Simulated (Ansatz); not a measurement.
# AlN: stress in a strained cell

AlN is deformed so: equal xx and yy strain of -1 %. What stress and forces result, by LAPW, PAW and all-electron datasets made for the crystal?

Program: Ansatz 0.2.0. Level of theory: DFT PBEsol, scalar-relativistic. These are calculated values, not measurements.

## Step 1: The structure to begin with

It takes space group P6_3mc (No. 186, hexagonal). The conventional cell has a = 3.111 Å, b = 3.111 Å, c = 4.978 Å, α = 90.00°, β = 90.00°, γ = 120.00°. Around Al (site symmetry 3m) lie 4 N at 1.89 to 1.92 Å. N (site symmetry 3m) has 4 Al at 1.89 to 1.92 Å in its first shell of neighbours.

As a file:

```xyz
4
Lattice="3.1110 0.0000 0.0000 -1.5555 2.6942 0.0000 0.0000 0.0000 4.9780" Properties=species:S:1:pos:R:3 pbc="T T T"
Al    0.0000    1.7961    0.0000
Al    1.5555    0.8981    2.4890
N     0.0000    1.7961    1.9165
N     1.5555    0.8981    4.4055
```

Atoms are numbered in the order of the input: Al1, Al2, N3, N4.

## Step 2: After the deformation

Space group P6_3mc before, P6_3mc after.

## Step 3: LAPW, all electrons

input.yaml reads:

```yaml
crystal:
  lattice:
    - [3.0798921301, 0.0, 0.0]
    - [-1.539946065, 2.6672648256, 0.0]
    - [0.0, 0.0, 4.978]
  atoms:
    - { symbol: Al, position: [0.3333333333, 0.6666666667, 0.0] }
    - { symbol: Al, position: [0.6666666667, 0.3333333333, 0.5] }
    - { symbol: "N", position: [0.3333333333, 0.6666666667, 0.385] }
    - { symbol: "N", position: [0.6666666667, 0.3333333333, 0.885] }
kpoints:
  mp_grid: { grid: [10, 10, 6] }
  band_path:
    path:
      - [0.0, 0.0, 0.0]
      - [0.5, 0.0, 0.0]
      - [0.3333333333, 0.3333333333, 0.0]
      - [0.0, 0.0, 0.0]
      - [0.0, 0.0, 0.5]
      - [0.5, 0.0, 0.5]
      - [0.3333333333, 0.3333333333, 0.5]
      - [0.0, 0.0, 0.5]
      - [0.5, 0.0, 0.5]
    npoints: 5
scf:
  occupations: { method: fermi_dirac, width: 0.03 }
hamiltonian:
  xc: pbesol
  pseudopotentials: { kind: all_electron, lapw: { basis_error: 0.001 } }
output:
  forces: true
  stress: true
  eigenvalues: true
```

Run with:

```console
> ansatz run input.yaml --threads 1 --pin off --max-ram 4096MiB --backend cpu --events-out ev --progress --plain --runs-dir out
```

## Step 4: PAW with frozen cores

input.yaml reads:

```yaml
crystal:
  lattice:
    - [3.0798921301, 0.0, 0.0]
    - [-1.539946065, 2.6672648256, 0.0]
    - [0.0, 0.0, 4.978]
  atoms:
    - { symbol: Al, position: [0.3333333333, 0.6666666667, 0.0] }
    - { symbol: Al, position: [0.6666666667, 0.3333333333, 0.5] }
    - { symbol: "N", position: [0.3333333333, 0.6666666667, 0.385] }
    - { symbol: "N", position: [0.6666666667, 0.3333333333, 0.885] }
kpoints:
  mp_grid: { grid: [10, 10, 6] }
scf:
  occupations: { method: fermi_dirac, width: 0.03 }
hamiltonian:
  xc: pbesol
  pseudopotentials: { kind: paw }
output:
  forces: true
  stress: true
  eigenvalues: true
  efg: { contact_densities: true }
  write_density: true
  write_potential: true
  elf: true
  volumetric_format: npy
```

## Step 5: All-electron PAW on datasets made for the crystal

input.yaml, as its differences from that of step 4:

```diff
@@ -16,3 +16,3 @@
   xc: pbesol
-  pseudopotentials: { kind: paw }
+  pseudopotentials: { kind: all_electron, datasets: crystal }
 output:
@@ -22,5 +22 @@
   efg: { contact_densities: true }
-  write_density: true
-  write_potential: true
-  elf: true
-  volumetric_format: npy
```

(Steps that only read results are left out.)

**Question.** What will these runs give? Wanted: pressure; largest shear or deviatoric stress.

The runs gave:

| quantity | value |
| --- | --- |
| pressure | LAPW 4.86, PAW 5.01, crystal datasets 4.85 GPa |
| largest shear or deviatoric stress (LAPW) | 4.36 GPa |

**Reading.** The largest part of the stress beyond the pressure is 4.36 GPa in size, in the zz component; the atoms are carried along and not relaxed. No run of the undeformed cell stands beside it, so pressure and stress hold what the given cell had before the change, as far as its symmetry allows. PAW: stress within 0.17 GPa of LAPW, forces within 1 meV/Å. Crystal datasets: stress within 0.01 GPa of LAPW, forces within 1 meV/Å.
